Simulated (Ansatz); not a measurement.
# LiF: a single-point run

Aim: a sound single-point run of LiF. The structure is shown as the input types it. The cell is built on a prototype (h-MgO type) and needn't be the phase found in nature.

Program: Ansatz 0.2.0. Level of theory: density functional or hybrid calculation with the settings of its input, plane waves (as first typed). These are calculated values, not measurements.

1 further run of the same task is left out (it didn't finish).

### Step 1. The structure to begin with

Symmetry: P6_3/mmc, No. 194, hexagonal system. Conventional cell: a = 3.280 Å, b = 3.280 Å, c = 4.000 Å, α = 90.00°, β = 90.00°, γ = 120.00°. Li (site symmetry -6m2) has 5 F at 1.89 to 2.00 Å as nearest neighbours. Around F (site symmetry -6m2) lie 5 Li at 1.89 to 2.00 Å.

As a file:

```cif
data_structure
_symmetry_space_group_name_H-M 'P 1'
_symmetry_Int_Tables_number 1
_cell_length_a 3.2801
_cell_length_b 3.2801
_cell_length_c 3.9996
_cell_angle_alpha 90.000
_cell_angle_beta 90.000
_cell_angle_gamma 120.000
_cell_volume 37.27
loop_
_atom_site_label
_atom_site_type_symbol
_atom_site_fract_x
_atom_site_fract_y
_atom_site_fract_z
_atom_site_occupancy
Li1 Li 0.33333 0.66667 0.25000 1
Li2 Li 0.66667 0.33333 0.75000 1
F1 F 0.66667 0.33333 0.25000 1
F2 F 0.33333 0.66667 0.75000 1
```

### Step 2. The run

input.yaml reads:

```yaml
crystal:
  lattice:
    - [3.2800798842, 0.0, 0.0]
    - [-1.6400399421, 2.8406325061, 0.0]
    - [0.0, 0.0, 3.9995958328]
  atoms:
    - { symbol: Li, position: [0.3333333333, 0.6666666667, 0.25] }
    - { symbol: Li, position: [0.6666666667, 0.3333333333, 0.75] }
    - { symbol: F, position: [0.6666666667, 0.3333333333, 0.25] }
    - { symbol: F, position: [0.3333333333, 0.6666666667, 0.75] }
kpoints:
  mp_grid: { grid: [6, 6, 4] }
hamiltonian:
  xc: pbe
scf:
  occupations: { method: fixed }
  n_extra_bands: 5
  max_iter: 83
output:
  forces: true
  stress: true
  eigenvalues: true
basis:
  ecutrho_ratio: 1
```

On the command line:

```bash
ansatz run input.yaml --threads 4 --pin off --max-ram 3686MiB --backend cpu --events-out ev --progress --plain --runs-dir out
```

Q: Will this input give a usable result? If not, why, and what should change?

The program finished normally, with warnings (cutoff below recommended). Its log warns: «basis.ecutrho_ratio = 1 (ecutrho = 420 eV) is below the records' recommended 1680 eV»

In the input, basis.ecutrho_ratio is 1. The grid or cutoff for the density and potential is too coarse for the wavefunction basis: a density holds Fourier components up to twice the waves' wavevector.

To check: delete basis.ecutrho_ratio (the default then holds).
